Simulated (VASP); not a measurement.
Wanted: the native input for a VASP 6.6.1 run.

```
Task                   : relaxation of cell and atoms
Functional             : r2SCAN
Dispersion             : rVV10
Potentials or basis    : VASP PAW PBE potentials, release 64 (Al, N)
Cutoff                 : 600 eV
k mesh                 : 10 × 10 × 10
Occupations            : gaussian, width 0.02 eV
Spin                   : no spin polarisation
Further INCAR settings : ALGO = Normal; EDIFF = 1e-07; IBRION = 2; EDIFFG = -0.005; NSW = 90; ISIF = 3
```

The structure of AlN lies in POSCAR:

```
AlN
1.0
    0.0000000000      2.0345180000      2.0345180000
    2.0345180000      0.0000000000      2.0345180000
    2.0345180000      2.0345180000      0.0000000000
Al N
1 1
Direct
    0.5000000000      0.5000000000      0.5000000000
    0.0000000000      0.0000000000      0.0000000000
```

Measurements of this composition are mostly on another form, of space group No. 186.

These files were run (other wordings do the same):

INCAR

```
PREC = Accurate
ENCUT = 600
EDIFF = 1E-7
ISMEAR = 0
SIGMA = 0.02
LREAL = F
LASPH = T
NELM = 80
ALGO = Normal
ISIF = 3
LWAVE = F
LCHARG = F
METAGGA = R2SCAN
LMIXTAU = T
LUSE_VDW = T
IVDW_NL = 2
BPARAM = 11.95
CPARAM = 0.0093
IBRION = 2
NSW = 90
EDIFFG = -0.005
```

KPOINTS

```
regular mesh
0
Gamma
  10 10 10
```

Potentials or basis: VASP PAW PBE potentials, release 64 (Al, N).

Launch:

```console
$ cat potpaw_PBE.64/Al/POTCAR potpaw_PBE.64/N/POTCAR > POTCAR
$ mpirun -np 1 vasp_std > vasp.out
```

Results of the run:

```yaml
Relaxed_volume: 8.18 Å³/atom
Relaxed_cell: a = 2.850 Å, b = 2.850 Å, c = 2.850 Å, α = 60.00°, β = 60.00°, γ = 60.00°
Space_group_after_relaxing_to_0.05_Å: Fm-3m (No. 225)
Energy_gained_by_relaxing: 5.9 meV/atom
Ionic_steps: 3
Pressure_after_relaxing: 0.1 GPa
Band_gap_on_the_k_mesh: 5.56 eV, indirect (least direct gap 6.65 eV)
```

Caveat: the PAW data sets were made with another functional, which shifts forces and pressure a little.

Wall time 2.8 min on 1 thread of Intel(R) Xeon(R) Platinum 8259CL CPU @ 2.50GHz (Skylake/Cascade Lake), with other jobs on the host, peak memory 0.21 GiB.
